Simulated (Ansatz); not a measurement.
TePb, DFT, PBEsol, all-electron LAPW, scalar-relativistic (Ansatz 0.2.0), run on 1 thread of Arm Neoverse V1 on a shared host.

The cell is COD entry 9008696, as deposited and not checked against the literature; nothing was relaxed. The listed cell was then made from it by scaling, straining or moving an atom.

Command: `ansatz run input.yaml --threads 1 --pin off --max-ram 3072MiB --backend cpu --events-out ev --progress --plain --runs-dir out`

```yaml
crystal:
  lattice:
    - [0.0, 3.1611243728, 3.1611243728]
    - [3.1611243728, 0.0, 3.1611243728]
    - [3.1611243728, 3.1611243728, 0.0]
  atoms:
    - { symbol: Te, position: [0.5, 0.5, 0.5] }
    - { symbol: Pb, position: [0.0, 0.0, 0.0] }
kpoints:
  mp_grid: { grid: [10, 10, 10] }
  band_path:
    path:
      - [0.0, 0.0, 0.0]
      - [0.5, 0.0, 0.5]
      - [0.625, 0.25, 0.625]
      - [0.375, 0.375, 0.75]
      - [0.0, 0.0, 0.0]
      - [0.5, 0.5, 0.5]
      - [0.5, 0.25, 0.75]
      - [0.5, 0.0, 0.5]
    npoints: 5
scf:
  occupations: { method: fermi_dirac, width: 0.03 }
hamiltonian:
  xc: pbesol
  pseudopotentials: { kind: all_electron, lapw: { basis_error: 0.0005 } }
output:
  forces: true
  stress: true
  eigenvalues: true
```

Question: How large is the problem that the program sets up?

Answer: 47 irreducible k-points, 411 plane waves at Γ, 36 bands.

Question: Estimate the wall time and the peak memory.

Answer: 25 s of wall time for 7 SCF iterations, with a peak of 0.39 GiB. Times on shared machines scatter by tens of per cent.
